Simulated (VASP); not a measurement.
Input of a VASP 6.6.1 run:

INCAR

```
PREC = Accurate
ENCUT = 520
EDIFF = 1E-7
ISMEAR = -1
SIGMA = 0.1
LREAL = F
LASPH = T
NELM = 100
ALGO = Normal
ISIF = 2
LWAVE = F
LCHARG = T
GGA = PE
LELF = T
LVHAR = T
NBANDS = 11
```

Contents of KPOINTS:

```
Automatic mesh
0
Gamma
  13 13 13
```

Contents of POSCAR:

```
BeTe
1.0
    0.0000000000      2.8322687573      2.8322687573
    2.8322687573      0.0000000000      2.8322687573
    2.8322687573      2.8322687573      0.0000000000
Be Te
1 1
Direct
    0.0000000000      0.0000000000      0.0000000000
    0.2500000000      0.2500000000      0.2500000000
```

Potentials or basis: VASP PAW PBE potentials, release 64 (Be, Te).

The run is started by

```bash
$ cat potpaw_PBE.64/Be/POTCAR potpaw_PBE.64/Te/POTCAR > POTCAR
$ mpirun -np 1 vasp_std > vasp.out
```

Task: Predict the band gap on the k mesh.

Result: 2.03 eV, indirect (least direct gap 3.62 eV).

Task: Estimate the pressure.

Result: 0.1 GPa.

Caveat: spin-orbit coupling is left out, which moves the levels of the heavy elements; an odd mesh through Γ misses points on the zone boundary, where band edges often lie.
